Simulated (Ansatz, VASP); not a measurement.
## GaN: VASP beside Ansatz

```
CELL_PARAMETERS angstrom
0.00000 2.24895 2.27639
2.24895 0.00000 2.27639
2.24895 2.24895 0.00000
ATOMIC_POSITIONS crystal
Ga 0.00000 0.00000 0.00000
N 0.25000 0.25000 0.25000
```

Change from the starting cell: uniaxial_z strain +1.2%.

Alike in both runs: task single point; functional r2SCAN; k mesh 10 × 10 × 10; no spin polarisation.

```csv
,VASP,Ansatz
version,VASP 6.6.1,Ansatz 0.2.0
potentials or method,"VASP PAW PBE potentials, release 64 (Ga_d, N)","plane waves, PAW"
plane-wave cutoff (eV),520,500
occupations,"gaussian, width 0.01 eV",fixed
valence electrons in the cell,18,18
```

VASP gave:

```
gap on the k mesh at the Fermi level (eV)       : 2.06
pressure (GPa)                                  : -1.3
largest component of the traceless stress (GPa) : 1.07
```

Q: Which values does Ansatz return?

A: gap on the k mesh at the Fermi level (eV): 2.07; pressure (GPa): -2.3; largest component of the traceless stress (GPa): 1.10.

Caveats: the PAW data sets were made with another functional, which shifts forces and pressure a little (VASP).
